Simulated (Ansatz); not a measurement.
# BAs (F-43m) in Ansatz: relaxation of cell and atoms with PBEsol

Aim: the relaxation of cell and atoms of BAs with PBEsol.

Program: Ansatz 0.2.0. These are calculated values, not measurements. Logs are shortened: lines on timing, memory, paths and dates and some standing lists are left out, and cuts for length are marked.

## 1. The structure

It takes space group F-43m (No. 216, cubic). Conventional cell: a = 4.777 Å, b = 4.777 Å, c = 4.777 Å, α = 90.00°, β = 90.00°, γ = 90.00°. As (site symmetry -43m) is surrounded by 4 B at 2.07 Å. Around B (site symmetry -43m) lie 4 As at 2.07 Å.

## 2. Relaxation of cell and atoms, PBEsol, target pressure 30 GPa, at which the enthalpy is minimised

input.yaml

```yaml
crystal:
  lattice:
    - [0.0, 2.3885, 2.3885]
    - [2.3885, 0.0, 2.3885]
    - [2.3885, 2.3885, 0.0]
  atoms:
    - { symbol: As, position: [0.75, 0.75, 0.75] }
    - { symbol: B, position: [0.0, 0.0, 0.0] }
kpoints:
  mp_grid: { grid: [10, 10, 10] }
scf:
  occupations: { method: fermi_dirac, width: 0.05 }
hamiltonian:
  xc: pbesol
  pseudopotentials: { kind: all_electron, lapw: { basis_error: 0.001 } }
output:
  forces: true
  stress: true
relax:
  f_tol: 0.005
  max_steps: 60
  cell: { p_target: 30 }
```

Potentials or basis: all-electron LAPW, scalar-relativistic.

Run with:

```
ansatz run input.yaml --threads 1 --pin off --max-ram 3072MiB --backend cpu --events-out ev --progress --plain --runs-dir out
```

The log of the run:

```text
Warning: RAYON_NUM_THREADS=1 ignored (pool sized by the plan → 1); use --threads N
The last accepted step is kept in <dir> (removed where the run ends without a failure and the disk answers)
LAPW: plane waves up to 9.432 Å⁻¹, error target 1.0e-3 eV per atom; small_component_spin mean_spin; B in spheres of 0.824 Å, 5 of its electrons in bands, Dirac shells []; As in spheres of 1.182 Å, 23 of its electrons in bands, Dirac shells [] (how accurate: hamiltonian.pseudopotentials.lapw.basis_error, Limitations)
Engine: ansatz 0.2.0, x86_64-unknown-linux-gnu
Pseudopotentials: kind: all_electron
Pseudopotential: As, LAPW, valence charge 23, lapw/all_electron/scalar/gaussian/As, Koelling and Harmon's equation, gaussian nucleus
Pseudopotential: B, LAPW, valence charge 5, lapw/all_electron/scalar/gaussian/B, Koelling and Harmon's equation, gaussian nucleus
Functional definition: PBEsol
  exchange = pbesol_x
  correlation = pbesol_c
Crystal: 2 atoms, lattice volume = 27.252 Å³
Basis set: ecut = 338.92352573024493 eV, 387 PW (Γ), exchange–correlation at level 2
Bands: 18, of which v1, the nominal top of the filled ones, is band 14 counted from 1 (13 counted from 0)
Symmetry: 24 space group operations
Space group: F-43m (ITA 216), of the structure as read, at distance tolerance 3.0e-5 Å
k-points: 47 of 1000 (time reversal used)
Non-local potential: As, projectors of the file, none
Non-local potential: B, projectors of the file, none
Initial density: superposition of atomic densities (chi_scale 0.1, normalization cell, long waves kept (reshape's long-wave potential 0.00 eV rms))
Initial wavefunctions: plane waves of lowest kinetic energy (no species holds an atomic orbital)
Functional: x = pbesol(κ = 0.804, μ = 0.12345679012345678), c = pbesol(β = 0.046)
iter 1 solved again at ethr=6.43e-3 eV; its pass at ethr=1.00e-1 eV (dr2=1.80e0 eV) is discarded
SCF iter   1: F=—  HF=-62154.497731 eV  |F-HF|=—  |Δ(HF+E_count)|=         —  Δρ=7.10e-2  dr2=1.80e0  ethr=6.43e-3  ⟨swp⟩=2.0  Hψ=5544  notcnv=0
preconditioner: auto → none  [insulator: Δε(μ)=1.683 eV  Ē_g=12.431 eV  σ=0.050 eV  W_gap=1.00  n_scr=14 (ndim 8)  ℏωp=20.1 eV  f_vac=0.000  D(μ)=0.00/eV (n_scr^D=0)  ε∞_Penn≈3.6]
iter 2 solved again at ethr=5.02e-4 eV; its pass at ethr=6.43e-3 eV (dr2=1.40e-1 eV) is discarded
SCF iter   2: F=—  HF=-62153.902491 eV  |F-HF|=—  |Δ(HF+E_count)|=   5.95e-1  Δρ=2.34e-2  dr2=1.40e-1  ethr=5.02e-4  ⟨swp⟩=2.0  Hψ=4403  notcnv=0
SCF iter   3: F=—  HF=-62153.860487 eV  |F-HF|=—  |Δ(HF+E_count)|=   4.20e-2  Δρ=9.74e-3  dr2=2.01e-2  ethr=5.02e-4  ⟨swp⟩=2.0  Hψ=2397  notcnv=0
SCF iter   4: F=—  HF=-62153.856561 eV  |F-HF|=—  |Δ(HF+E_count)|=         —  Δρ=2.72e-3  dr2=1.64e-3  ethr=7.16e-5  ⟨swp⟩=2.0  Hψ=2248  notcnv=0
the basis was enlarged: its passes take 128.8 KiB over the memory plan, 1 of 1 planned eigensolver slots
[... 32 lines left out ...]
Crystal: 2 atoms, lattice volume = 23.176 Å³
Basis set: ecut = 377.58694263634465 eV, 387 PW (Γ), exchange–correlation at level 2
iter 1 solved again at ethr=1.00e-7 eV; its pass at ethr=1.00e-1 eV (dr2=2.80e-5 eV) is discarded
SCF iter   1: F=—  HF=-62153.534451 eV  |F-HF|=—  |Δ(HF+E_count)|=         —  Δρ=2.82e-4  dr2=2.46e-5  ethr=1.00e-7  ⟨swp⟩=3.9  Hψ=3888  notcnv=0
preconditioner: auto → none  [insulator: Δε(μ)=0.917 eV  Ē_g=13.719 eV  σ=0.050 eV  W_gap=1.00  n_scr=14 (ndim 8)  ℏωp=21.8 eV  f_vac=0.011  D(μ)=0.00/eV (n_scr^D=0)  ε∞_Penn≈3.5]
iter 2 solved again at ethr=1.90e-9 eV; its pass at ethr=8.78e-8 eV (dr2=5.32e-7 eV) is discarded
SCF iter   2: F=—  HF=-62153.534443 eV  |F-HF|=—  |Δ(HF+E_count)|=   8.33e-6  Δρ=4.38e-5  dr2=5.32e-7  ethr=1.90e-9  ⟨swp⟩=2.0  Hψ=4013  notcnv=0
SCF iter   3: F=-62153.534442 eV  HF=-62153.534442 eV  |F-HF|=1.19e-8  |Δ(HF+E_count)|=   1.87e-7  Δρ=1.90e-5  dr2=8.80e-8  ethr=1.90e-9  ⟨swp⟩=2.0  Hψ=2210  notcnv=0
SCF 4 converged in 3 iterations: F = -62153.534442 eV  dr2 = 8.80e-8
relax step   4: F+E_penalty+E_count = -62153.53444237 eV  Δ(F+E_penalty+E_count) = -1.199e-2 eV  max|allowed force component| = 9.252e-17 eV/Å  Δτ_max = 0.0000 Å  P = +29.992 GPa  Ω = 23.176 Å³  (3 SCF iters, accepted)
iter 1 solved again at ethr=3.14e-10 eV; its pass at ethr=1.00e-1 eV (dr2=8.80e-8 eV) is discarded
SCF iter   1: F=—  HF=-62153.534442 eV  |F-HF|=—  |Δ(HF+E_count)|=         —  Δρ=1.91e-5  dr2=8.81e-8  ethr=3.14e-10  ⟨swp⟩=4.0  Hψ=4048  notcnv=0
preconditioner: auto → none  [insulator: Δε(μ)=0.919 eV  Ē_g=13.719 eV  σ=0.050 eV  W_gap=1.00  n_scr=14 (ndim 8)  ℏωp=21.8 eV  f_vac=0.011  D(μ)=0.00/eV (n_scr^D=0)  ε∞_Penn≈3.5]
SCF iter   2: F=-62153.534442 eV  HF=-62153.534442 eV  |F-HF|=2.80e-9  |Δ(HF+E_count)|=  2.04e-10  Δρ=9.24e-6  dr2=1.75e-8  ethr=3.14e-10  ⟨swp⟩=2.0  Hψ=2210  notcnv=0
SCF 5 converged in 2 iterations: F = -62153.534442 eV  dr2 = 1.75e-8
relax step   5: F+E_penalty+E_count = -62153.53444245 eV  Δ(F+E_penalty+E_count) = -7.293e-8 eV  max|allowed force component| = 9.946e-17 eV/Å  Δτ_max = 0.0000 Å  P = +29.990 GPa  Ω = 23.176 Å³  stress off target by 9.63e-3 GPa  SCF on the basis re-selected at this cell (its energy is not comparable with the rows above)  (2 SCF iters)
basis re-selected at this cell: Δ(F+E_penalty+E_count) = -7.293e-8 eV, ΔP = -0.002 GPa vs the last step (what re-selecting the basis moved, after the strain that the cell walked since its last selection, with what the two solves' SCF thresholds leave and, on support functions, any second-order correction that the steps lacked; it is no measure of the basis error at this ecutwfc). This SCF's stress stands 9.63e-3 GPa from its target on what of the cell is left free (relax.cell.stress_tol is 5.00e-2 GPa) and its largest allowed force component is 9.95e-17 eV/Å (relax.f_tol is 5.00e-3 eV/Å): within both
SCF converged after 2 iterations
Free energy (F): -62153.534442 eV
Harris-Foulkes:  -62153.534442 eV  (|F-HF|=2.80e-9)
Internal energy: -62153.534442 eV  (E = F + TS)
E sigma→0 (E₀):  -62153.534442 eV
Entropy (-TS):   -0.000001 eV (-0.000 meV/atom)
Fermi energy:    14.958803 eV
--- Per-component energies (eV) ---
  E_band       = -1500.306015
  E_kinetic    = 63528.098241
  E_xc         = -2349.467874
  E_electrostatic = -123332.164809  (all electrons and nuclei)
  E_smearing   = -0.000001  (= −TS)
  E_closure    = 0.000000  (closes the sum)
  E_atoms      = -62141.579833  (free atoms, spherical and without spin; not in F)
  Σ components = -62153.534442   (vs F -62153.534442, Δ=0.00e0)
  Basis errors (estimates in eV, not in F): energy 6.5e-4 per atom: plane waves 6.0e-4 (3.6e-4 summed), levels above the bands 1.7e-57, relativity 1.0e-8, radial functions 4.9e-5, core shells 9.7e-11; eigenvalues (radial functions only) 9.3e-7; not estimated: angular momenta, meshes, grids; target (lapw.basis_error) 1.0e-3; muffin-tin radii B 0.781 Å, As 1.120 Å
--- Forces (eV/Å), atoms counted from 1 ---
  atom   1  As     0.00000000     0.00000000    -0.00000000
  atom   2  B     -0.00000000    -0.00000000     0.00000000
  max |Σ_I F_I| component: 5.09e-17 eV/Å
--- Stress (GPa, compression-positive) ---
       29.990374      -0.000000      -0.000000
       -0.000000      29.990374      -0.000000
       -0.000000      -0.000000      29.990374
  P = ⅓ Tr σ = 29.9904 GPa (299.904 kbar)
--- Relaxed structure (4 steps of the walk, 4 accepted, 1 SCFs on fresh bases) ---
  F+E_penalty+E_count = -62153.53444245 eV   max|allowed force component| = 9.946e-17 eV/Å   (the final SCF, on the basis selected at the relaxed cell)
  cell:  # Å, volume = 23.1757 Å³
    - [-4.178205066974384e-33, 2.262911761373052, 2.262911761373052]
    - [2.262911761373052, -5.331032989417011e-33, 2.262911761373052]
    - [2.262911761373052, 2.262911761373052, -5.477524935362759e-34]
  atoms:
    - { symbol: As, position: [0.7499999999999999, 0.7499999999999999, 0.7499999999999999] }
    - { symbol: B, position: [1.6546655809272103e-34, -6.76145072409342e-34, -5.148781731514616e-34] }
```

It took 31 s on 1 thread of AMD EPYC 7R43 (Zen 3), shared host; peak memory 0.33 GiB.

Results:

```yaml
Free_energy: -62153.5344 eV
Relaxed_volume: 11.59 Å³/atom
Relaxed_cell: a = 3.200 Å, b = 3.200 Å, c = 3.200 Å, α = 60.00°, β = 60.00°, γ = 60.00°
Space_group_after_relaxing_to_0.05_Å: F-43m (No. 216)
Energy_change_on_relaxing_the_enthalpy_is_what_falls: +160.6 meV/atom
Ionic_steps: 5
Pressure_after_relaxing: 30.0 GPa
Band_gap_on_the_k_mesh: 0.92 eV
```

The path:
```
step  energy change (eV)  largest force (eV/Å)  volume (Å³)
   1              0.0000                0.0000        27.25
   2              0.2711                0.0000        23.46
   3              0.3332                0.0000        23.11
   4              0.3213                0.0000        23.18
   5              0.3213                0.0000        23.18
```

Final structure:
```
CELL_PARAMETERS angstrom
0.00000 2.26291 2.26291
2.26291 0.00000 2.26291
2.26291 2.26291 0.00000
ATOMIC_POSITIONS crystal
As 0.75000 0.75000 0.75000
B 0.00000 0.00000 0.00000
```

A k mesh can miss the band edges.
